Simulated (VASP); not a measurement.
Set up this calculation in VASP 6.6.1, as the native input.

* Task: dielectric tensor
* Functional: LDA
* Potentials or basis: VASP PAW LDA potentials, release 64 (Ge_d)
* Cutoff: 600 eV
* k mesh: 6 × 6 × 4
* Occupations: gaussian, width 0.03 eV
* Spin: no spin polarisation
* Monkhorst-Pack mesh: yes
* Further INCAR settings: ALGO = Normal; EDIFF = 1e-08

The structure of Ge lies in POSCAR:

```
Ge                                      
1.0
    5.8782184538      0.0000000000     -0.0000000000
   -0.0000000000      5.8782184538     -0.0000000000
   -0.0000000000     -0.0000000000      6.9189357408
  Ge            
    12
Direct
     0.0884155061704887    0.0884155061704887    0.0000000000000000
     0.4115844938295112    0.5884155061704887    0.7500000000000000
     0.9115844938295113    0.9115844938295113    0.5000000000000000
     0.5884155061704887    0.4115844938295112    0.2500000000000000
     0.1717062118158978    0.3701724629495504    0.2556253342054289
     0.1298275370504495    0.6717062118159048    0.0056253342054288
     0.8282937881840952    0.6298275370504496    0.7556253342054288
     0.8701724629495504    0.3282937881841023    0.5056253342054288
     0.6717062118159048    0.1298275370504495    0.9943746657945712
     0.6298275370504496    0.8282937881840952    0.2443746657945712
     0.3282937881841023    0.8701724629495504    0.4943746657945711
     0.3701724629495504    0.1717062118158978    0.7443746657945712
```

This isn't the form of Ge at room conditions, which is diamond.

One way to write it, as run:

INCAR

```
PREC = Accurate
ENCUT = 600
EDIFF = 1E-8
ISMEAR = 0
SIGMA = 0.03
LREAL = False
LASPH = True
NELM = 80
ALGO = Normal
ISIF = 2
LWAVE = False
LCHARG = False
GGA = CA
LEPSILON = True
KPAR = 4
```

KPOINTS

```
regular mesh
0
Monkhorst-Pack
  6 6 4
```

Potentials or basis: VASP PAW LDA potentials, release 64 (Ge_d).

The run is started by

```bash
$ cat potpaw_LDA.64/Ge_d/POTCAR > POTCAR
$ mpirun -np 4 vasp_std > vasp.out
```

Results of the run:

| Item | Value |
| --- | --- |
| Electronic dielectric tensor (diagonal) | 39.60, 39.60, 28.63 |
| Born charges (mean of the diagonal) | Ge +0.21, -0.11 e |

It took 39 min on 4 MPI ranks on Intel(R) Xeon(R) Platinum 8488C (Sapphire Rapids), on a shared host, peak memory 1.9 GiB a rank.
